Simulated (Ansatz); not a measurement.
# Tl: pressure up to the limit of the methods

An exercise on one series of results from a longer session: the logs are not shown, and one member is left open.

Computed with Ansatz 0.2.0 (DFT PBE, with the methods named in each step, unless a step's input says otherwise).

### Starting point

It takes space group Pm-3m (No. 221, cubic). The conventional cell has a = 3.240 Å, b = 3.240 Å, c = 3.240 Å, α = 90.00°, β = 90.00°, γ = 90.00°. Tl (site symmetry m-3m) is surrounded by 6 Tl at 3.24 Å.

Coordinates:

```
Tl
1.0
     3.23994    0.00000    0.00000
     0.00000    3.23994    0.00000
     0.00000    0.00000    3.23994
Tl
1
Direct
  0.00000 0.00000 0.00000
```

Whether this phase is the stable one at these pressures isn't tested.

Set-up of the first run:

Contents of input.yaml:

```yaml
crystal:
  lattice:
    - [3.2399382704, 0.0, 0.0]
    - [0.0, 3.2399382704, 0.0]
    - [0.0, 0.0, 3.2399382704]
  atoms:
    - { symbol: Tl, position: [0.0, 0.0, 0.0] }
kpoints:
  mp_grid: { grid: [12, 12, 12] }
scf:
  occupations: { method: fermi_dirac, width: 0.08 }
hamiltonian:
  xc: pbe
  pseudopotentials: { kind: paw }
output:
  forces: true
  stress: true
  write_density: true
  write_potential: true
  elf: true
  volumetric_format: npy
relax:
  f_tol: 0.005
  max_steps: 40
  cell: {}
```

Command:

```
ansatz run input.yaml --threads 1 --pin off --max-ram 2048MiB --backend cpu --events-out ev --progress --plain --runs-dir out
```

Among the steps run: Cell relaxed at zero pressure, PAW; Volume scaled by 1, PAW; Volume scaled by 0.9, PAW; Volume scaled by 0.9, PAW (level accurate); Volume scaled by 0.8, PAW; Volume scaled by 0.7, PAW; Volume scaled by 0.6, PAW; Volume scaled by 0.6, PAW (cutoff 300 eV); Volume scaled by 0.5, PAW; Volume scaled by 0.5, PAW (cutoff 250 eV); Volume scaled by 0.4, PAW; Volume scaled by 0.4, PAW (cutoff 300 eV).

One of the session's tables, all rows but one given; the rest of the session is left out.

| method | volume over the first | volume (Å³/atom) | pressure (GPa) |
| --- | --- | --- | --- |
| PAW | 1 | 34.379 | 0.00 |
| PAW | 0.9 | 30.941 | 3.03 |
| PAW | 0.8 | 27.503 | 8.76 |
| PAW | 0.7 | 24.065 | 20.17 |
| PAW | 0.6 | 20.627 | 44.58 |
| PAW | 0.5 | 17.189 | 101.68 |
| PAW | 0.4 | 13.752 | 252.49 |
| PAW (cutoff 250 eV) | 0.5 | 17.189 | 100.22 |
| PAW (cutoff 300 eV) | 0.6 | ? | ? |
| PAW (cutoff 300 eV) | 0.4 | 13.752 | 252.31 |
| PAW (level accurate) | 0.9 | 30.941 | 3.07 |

Estimate the missing values for PAW (cutoff 300 eV), 0.6.

As computed: volume (Å³/atom): 20.627; pressure (GPa): 44.82.

Limits of these values: Warnings in the runs' records: cutoff below recommended.
